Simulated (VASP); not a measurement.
# Ir (R-3m) in VASP: single point with PBE

Aim: the single point of Ir with PBE.

All numbers are computed with VASP 6.6.1; they aren't measurements. Logs are shortened: lines on timing, memory, paths and dates and some standing lists are left out, and cuts for length are marked.

## (1) The cell of the first run

The structure is trigonal, space group R-3m (No. 166). The conventional cell has a = 2.599 Å, b = 2.599 Å, c = 18.288 Å, α = 90.00°, β = 90.00°, γ = 120.00°. Ir (site symmetry -3m) has 12 Ir at 2.50 to 2.60 Å as nearest neighbours. Ir (site symmetry 3m) is surrounded by 12 Ir at 2.50 to 2.60 Å.

This isn't the form of Ir at room conditions, which is fcc.

## (2) Single point, PBE (Re replaced by Ir, lengths x 0.960, strained and moved within the space group)

File INCAR:

```
PREC     = Accurate       # precision mode
ENCUT    = 520            # plane-wave cutoff, eV
EDIFF    = 1E-6           # SCF threshold, eV
ISMEAR   = 0              # smearing method
SIGMA    = 0.1            # smearing width, eV
LREAL    = False          # projectors in reciprocal space
LASPH    = True           # aspherical terms in the spheres
NELM     = 100            # most SCF steps
ALGO     = Fast           # electronic algorithm
ISIF     = 2              # what is computed and relaxed
LWAVE    = False          # write WAVECAR
LCHARG   = False          # write CHGCAR
GGA      = PE             # functional
NBANDS   = 20             # bands
```

File KPOINTS:

```
Automatic mesh
0
Gamma
  9 9 9
```

File POSCAR:

```
Ir
1.0
    1.2992976264      0.7501498344      6.0960217112
   -1.2992976264      0.7501498344      6.0960217112
    0.0000000000     -1.5002996688      6.0960217112
Ir
3
Direct
    0.0000000000      0.0000000000      0.0000000000
    0.2240022373      0.2240022373      0.2240022373
    0.7759977627      0.7759977627      0.7759977627
```

Potentials or basis: VASP PAW PBE potentials, release 64 (Ir).

The run is started by

```
cat potpaw_PBE.64/Ir/POTCAR > POTCAR
mpirun -np 1 vasp_std > vasp.out
```

OUTCAR:

```text
PREC = Accurate
   ENCUT = 520
   EDIFF = 1E-6
   ISMEAR = 0
   LREAL = False
   LASPH = True
   NELM = 100
   ISIF = 2
   GGA = PE

 ion  position               nearest neighbor table
   1  0.000  0.000  0.000-   3 2.50   3 2.50   2 2.50   2 2.50   3 2.50   2 2.50
   2  0.224  0.224  0.224-   1 2.50   1 2.50   1 2.50   3 2.58   3 2.58   3 2.58
   3  0.776  0.776  0.776-   1 2.50   1 2.50   1 2.50   2 2.58   2 2.58   2 2.58

  LATTYP: Found a trigonal (rhomboedric) cell.
 ALAT       =     6.2779279862
 COS(alpha) =     0.9143327893

  Lattice vectors:

 A1 = (   1.2992976264,   0.7501498344,   6.0960217112)
 A2 = (  -1.2992976264,   0.7501498344,   6.0960217112)
 A3 = (   0.0000000000,  -1.5002996688,   6.0960217112)

Analysis of symmetry for initial positions (statically):
=====================================================================
 Subroutine PRICEL returns:
 Original cell was already a primitive cell.

 Routine SETGRP: Setting up the symmetry group for a
 trigonal (rhombohedral) supercell.

 Subroutine GETGRP returns: Found 12 space group operations
 (whereof 12 operations were pure point group operations)
 out of a pool of 12 trial point group operations.

The static configuration has the point symmetry D_3d.

Analysis of symmetry for dynamics (positions and initial velocities):
=====================================================================
 Subroutine PRICEL returns:
 Original cell was already a primitive cell.

 Routine SETGRP: Setting up the symmetry group for a
 trigonal (rhombohedral) supercell.

 Subroutine GETGRP returns: Found 12 space group operations
 (whereof 12 operations were pure point group operations)
 out of a pool of 12 trial point group operations.

The dynamic configuration has the point symmetry D_3d.

 Subroutine INISYM returns: Found 12 space group operations
 (whereof 12 operations are pure point group operations),
 and found     1 'primitive' translations

----------------------------------------------------------------------------------------

                                     Primitive cell

  volume of cell :      35.6496

  direct lattice vectors                    reciprocal lattice vectors
     1.299297626  0.750149834  6.096021711     0.384823300  0.222177836  0.054680470
    -1.299297626  0.750149834  6.096021711    -0.384823300  0.222177836  0.054680470
     0.000000000 -1.500299669  6.096021711     0.000000000 -0.444355671  0.054680470

  length of vectors
     6.277927986  6.277927986  6.277927986     0.447707401  0.447707401  0.447707401

  position of ions in fractional coordinates (direct lattice)
     0.000000000  0.000000000  0.000000000
     0.224002237  0.224002237  0.224002237
     0.775997763  0.775997763  0.775997763

  ion indices of the primitive-cell ions
   primitive index   ion index
                 1           1
                 2           2
                 3           3

----------------------------------------------------------------------------------------

 KPOINTS: Automatic mesh

Automatic generation of k-mesh.
 Grid dimensions read from file:
 generate k-points for:    9    9    9

 Generating k-lattice:

  Cartesian coordinates                     Fractional coordinates (reciprocal lattice)
     0.042758144  0.024686426  0.006075608     0.111111111  0.000000000  0.000000000
    -0.042758144  0.024686426  0.006075608     0.000000000  0.111111111  0.000000000
     0.000000000 -0.049372852  0.006075608     0.000000000  0.000000000  0.111111111

  Length of vectors
     0.049745267  0.049745267  0.049745267

  Shift w.r.t. Gamma in fractional coordinates (k-lattice)
     0.000000000  0.000000000  0.000000000

 Subroutine IBZKPT returns following result:
 ===========================================

 Found     85 irreducible k-points:

 Following reciprocal coordinates:
            Coordinates               Weight
  0.000000  0.000000  0.000000      1.000000
  0.111111  0.000000  0.000000      6.000000
  0.222222  0.000000 -0.000000      6.000000
  0.333333  0.000000 -0.000000      6.000000
  0.444444  0.000000 -0.000000      6.000000
  0.111111  0.111111  0.000000      6.000000
[... 16 lines left out ...]
 -0.333333  0.333333  0.000000      6.000000
  0.444444  0.444444 -0.000000      6.000000
 [... further k-points ...]
   k-points           NKPTS =     85   k-points in BZ     NKDIM =     85   number of bands    NBANDS=     20
   number of dos      NEDOS =    301   number of ions     NIONS =      3
   total plane-waves  NPLWV = 110592
   dimension x,y,z NGX =    48 NGY =   48 NGZ =   48
   dimension x,y,z NGXF=    96 NGYF=   96 NGZF=   96
   ions per type =               3
   NGX,Y,Z   is equivalent  to a cutoff of  12.71, 12.71, 12.71 a.u.
   NGXF,Y,Z  is equivalent  to a cutoff of  25.42, 25.42, 25.42 a.u.
 SYSTEM =  unknown system
   PREC   = accura    normal or accurate (medium, high low for compatibility)
   ISTART =      0    job   : 0-new  1-cont  2-samecut
   ICHARG =      2    charge: 1-file 2-atom 10-const
   ISPIN  =      1    spin polarized calculation?
   LNONCOLLINEAR =      F non collinear calculations
   LSORBIT =      F    spin-orbit coupling
   LASPH  =      T    aspherical Exc in radial PAW
   ENCUT  =  520.0 eV  38.22 Ry    6.18 a.u.  11.67 11.67 11.67*2*pi/ulx,y,z
   NELM   =    100;   NELMIN=  2; NELMDL= -5     # of ELM steps
   EDIFF  = 0.1E-05   stopping-criterion for ELM
   LREAL  =      F    real-space projection
   EDIFFG = 0.1E-04   stopping-criterion for IOM
   NSW    =      0    number of steps for IOM
   IBRION =     -1    ionic relax: 0-MD 1-quasi-New 2-CG
   NFREE  =      0    steps in history (QN), initial steepest desc. (CG)
   ISIF   =      2    stress and relaxation
   ISYM   =      2    0-nonsym 1-usesym 2-fastsym
   POTIM  = 0.5000    time-step for ionic-motion
   TEBEG  =    0.0;   TEEND  =   0.0 temperature during run
   PSTRESS=    0.0 pullay stress
   NELECT =      27.0000    total number of electrons
   NUPDOWN=      -1.0000    fix difference up-down
   EMIN   =  10.00;   EMAX   =-10.00  energy-range for DOS
   EFERMI =   0.00;   METHOD = LEGACY
   ISMEAR =     0;   SIGMA  =   0.10  broadening in eV -4-tet -1-fermi 0-gaus
   EFERMI_NEDOS =   21; number of points for ismear=-14 and -15
   IALGO  =     68    algorithm
   IMIX   =      4    mixing-type and parameters
     AMIX     =   0.40;   BMIX     =  1.00
     AMIX_MAG =   1.60;   BMIX_MAG =  1.00
  volume/ion in A,a.u.               =      11.88        80.19
  Fermi-wavevector in a.u.,A,eV,Ry     =   1.492260  2.819963 30.298012  2.226841
  Thomas-Fermi vector in A             =   2.604811
   LORBIT       =      0    0 simple, 1 ext, 2 COOP (PROOUT), +10 PAW based schemes
   GGA     = PE    functional components
   LHFCALC =     F    Hartree Fock is set to
   AEXX    =    0.0000 exact exchange contribution
   IVDW    =     0    specifies the selected vdW correction
   LEPSILON=     F    determine dielectric tensor
   LRPA    =     F    only Hartree local field effects (RPA)
 non-spin polarized calculation
 RMM-DIIS sequential band-by-band and
 Gauss-broadening in eV      SIGMA  =   0.10
  energy-cutoff  :      520.00
  volume of cell :       35.65
 maximum number of plane-waves:       974
   NGX = 23   NGY = 23   NGZ = 23

 number of electron      27.0000000 magnetization

 Free energy of the ion-electron system (eV)
  ---------------------------------------------------
  ext. energy  EPLUGINS =         0.00000000
  ---------------------------------------------------
  free energy    TOTEN  =       -23.86047537 eV

  energy without entropy =      -23.85264137  energy(sigma->0) =      -23.85655837

 E-fermi :  13.7531     XC(G=0): -15.0425

 val. band max:       13.7171717398   @ k =   0.2222   0.0000  -0.0000
 cond. band min:      13.7540519688   @ k =  -0.4444   0.3333   0.1111
 fundamental gap:      0.0368802290
 Fermi energy:        13.7530671286

 k-point     1 :       0.0000    0.0000    0.0000
  band No.  band energies     occupation
      1       0.6177      2.00000
      2       3.7145      2.00000
      3       3.8700      2.00000
      4       8.2771      2.00000
      5       8.2771      2.00000
      6       8.9496      2.00000
[... 12 lines left out ...]
     19      25.8070      0.00000
     20      28.0514      0.00000

 k-point     2 :       0.1111    0.0000    0.0000
  band No.  band energies     occupation
      1       1.1864      2.00000
      2       4.2415      2.00000
      3       4.3982      2.00000
      4       7.6923      2.00000
      5       7.9020      2.00000
      6       8.2587      2.00000
[... 12 lines left out ...]
     19      26.5509      0.00000
     20      28.2341      0.00000

 k-point     3 :       0.2222    0.0000   -0.0000
  band No.  band energies     occupation
      1       2.6208      2.00000
      2       5.0056      2.00000
      3       5.5426      2.00000
      4       6.2061      2.00000
      5       7.0524      2.00000
      6       7.4409      2.00000
[... 12 lines left out ...]
     19      26.7612      0.00000
     20      28.0024      0.00000

 k-point     4 :       0.3333    0.0000   -0.0000
  band No.  band energies     occupation
      1       3.7809      2.00000
      2       4.5061      2.00000
      3       5.2611      2.00000
      4       5.6189      2.00000
      5       6.3006      2.00000
      6       8.0596      2.00000
[... 12 lines left out ...]
     19      24.6638      0.00000
     20      26.6879      0.00000

 k-point     5 :       0.4444    0.0000   -0.0000
  band No.  band energies     occupation
      1       3.5977      2.00000
      2       4.3435      2.00000
      3       4.7860      2.00000
      4       5.2866      2.00000
      5       5.7181      2.00000
      6       8.0844      2.00000
[... 12 lines left out ...]
     19      22.5825      0.00000
     20      23.8765      0.00000

 k-point     6 :       0.1111    0.1111    0.0000
  band No.  band energies     occupation
      1       1.2136      2.00000
      2       4.2350      2.00000
      3       4.3612      2.00000
      4       7.7777      2.00000
      5       7.9362      2.00000
      6       8.1935      2.00000
[... 12 lines left out ...]
     19      26.3766      0.00000
     20      27.9834      0.00000

 k-point     7 :       0.2222    0.1111   -0.0000
  band No.  band energies     occupation
      1       2.2648      2.00000
      2       5.0795      2.00000
      3       5.1841      2.00000
      4       6.6949      2.00000
      5       7.0654      2.00000
      6       7.5223      2.00000
[... 12 lines left out ...]
     19      26.3278      0.00000
     20      28.3428      0.00000
[... 277 lines left out ...]
 k-point    20 :       0.3333    0.3333   -0.0000
  band No.  band energies     occupation
      1       3.9576      2.00000
      2       4.5327      2.00000
      3       4.8304      2.00000
      4       5.6228      2.00000
      5       6.9596      2.00000
      6       7.6559      2.00000
[... 12 lines left out ...]
     19      23.9542      0.00000
     20      25.9379      0.00000

 k-point    21 :       0.4444    0.3333   -0.0000
  band No.  band energies     occupation
      1       4.1740      2.00000
      2       4.7149      2.00000
      3       5.0867      2.00000
      4       5.3912      2.00000
      5       7.0842      2.00000
      6       7.7081      2.00000
[... 12 lines left out ...]
     19      23.1469      0.00000
     20      24.6148      0.00000

 k-point    22 :      -0.4444    0.3333    0.0000
  band No.  band energies     occupation
      1       4.7351      2.00000
      2       5.2858      2.00000
      3       5.6085      2.00000
      4       5.9742      2.00000
      5       6.8230      2.00000
      6       7.4948      2.00000
[... 12 lines left out ...]
     19      22.0080      0.00000
     20      23.8561      0.00000

 k-point    23 :      -0.3333    0.3333    0.0000
  band No.  band energies     occupation
      1       5.1043      2.00000
      2       5.7265      2.00000
      3       5.7748      2.00000
      4       6.3545      2.00000
      5       6.5899      2.00000
      6       7.2494      2.00000
[... 12 lines left out ...]
     19      22.7019      0.00000
     20      23.7253      0.00000

 k-point    24 :       0.4444    0.4444   -0.0000
  band No.  band energies     occupation
      1       3.6322      2.00000
      2       4.0607      2.00000
      3       4.7720      2.00000
      4       5.0574      2.00000
      5       7.2674      2.00000
      6       7.5401      2.00000
[... 12 lines left out ...]
     19      22.7423      0.00000
     20      23.4554      0.00000

 [... further k-points ...]

------------------------ aborting loop because EDIFF is reached ----------------------------------------

  FORCE on cell =-STRESS in cart. coord.  units (eV):
  Direction    XX          YY          ZZ          XY          YZ          ZX
  --------------------------------------------------------------------------------------
  -------------------------------------------------------------------------------------
  Total       23.6643020     23.6643020     32.8064938      0.0000000     -0.0000000     -0.0000000
  in kB     1063.5302910   1063.5302911   1474.4022379      0.0000000     -0.0000000     -0.0000000
  external PRESSURE =    1200.4876067 kB  Pullay stress =       0.0000000 kB

 VOLUME and BASIS-vectors are now :
 -----------------------------------------------------------------------------
  energy-cutoff  :      520.00
  volume of cell :       35.65
      direct lattice vectors                 reciprocal lattice vectors
     1.299297626  0.750149834  6.096021711     0.384823300  0.222177836  0.054680470
    -1.299297626  0.750149834  6.096021711    -0.384823300  0.222177836  0.054680470
     0.000000000 -1.500299669  6.096021711     0.000000000 -0.444355671  0.054680470

 POSITION                                       TOTAL-FORCE (eV/Angst)
 -----------------------------------------------------------------------------------
      0.00000      0.00000      0.00000         0.000000      0.000000      0.000000
      0.00000      0.00000      4.09657        -0.000000      0.000000     -1.747387
      0.00000      0.00000     14.19150        -0.000000     -0.000000      1.747387
 -----------------------------------------------------------------------------------
    total drift:                                0.000000     -0.000000      0.000000

  FREE ENERGIE OF THE ION-ELECTRON SYSTEM (eV)
  ---------------------------------------------------
  free  energy   TOTEN  =       -23.8604753664 eV

  energy  without entropy=      -23.8526413698  energy(sigma->0) =      -23.85655837
```

Run time: 5.2 min. Hardware: 1 thread of Intel Xeon Platinum 8259CL at 2.50GHz (Skylake/Cascade Lake), shared host; peak memory 0.35 GiB.

What came out:

| Quantity | Value |
| --- | --- |
| Free energy | -23.8605 eV |
| Pressure | 120.0 GPa |
| Largest force | 1.747 eV/Å |
| Band gap on the k mesh | none (metal or under the smearing width) |

Forces in eV/Å, atoms in the order of the input:
```
Ir   0.000  0.000  0.000
Ir   0.000  0.000 -1.747
Ir   0.000  0.000  1.747
```

Levels at points of the mesh, in eV from the Fermi level:
| k point | band 11 | band 12 | band 13 | band 14 | band 15 | band 16 | band 17 | band 18 |
| --- | --- | --- | --- | --- | --- | --- | --- | --- |
| (0.00, 0.00, 0.00) | -4.18 | -3.92 | -2.56 | -2.56 | -0.50 | -0.50 | 0.49 | 0.49 |

Caveat: the cell as given lies far from equilibrium; so large a pressure means that the cell lies far from this level's equilibrium, or that cutoff or potentials fall short; forces of over 1 eV/Å show positions far from the minimum, so gaps and moduli don't describe the material at rest. Spin-orbit coupling is left out, which matters for the levels of Ir.
